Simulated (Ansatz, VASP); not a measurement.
**One calculation of Pb, two programs**

```
CELL_PARAMETERS angstrom
3.13778 0.00000 0.00000
0.00000 3.13778 0.00000
0.00000 0.00000 3.13778
ATOMIC_POSITIONS crystal
Pb 0.00000 0.00000 0.00000
```

Alike in both runs: task single point; functional PBEsol; k mesh 11 × 11 × 11; occupations fermi-dirac, width 0.1 eV; no spin polarisation.

|  | VASP | Ansatz |
| --- | --- | --- |
| version | VASP 6.6.1 | Ansatz 0.2.0 |
| potentials or method | VASP PAW PBE potentials, release 64 (Pb_d) | plane waves (420 eV) with PAW, scalar-relativistic |
| plane-wave cutoff (eV) | 520 | 420 |
| valence electrons in the cell | 14 | 14 |

Ansatz gave:

| Item | Value |
| --- | --- |
| pressure (GPa) | 2.2 |

Q: What did VASP give for the same quantities?

A: Pressure (GPa): 2.1.

Ansatz warned: «pseudo_functional_mismatch».

Caveats: the PAW data sets were made with another functional, which shifts forces and pressure a little (VASP). Spin-orbit coupling is left out, which matters for the levels of Pb.
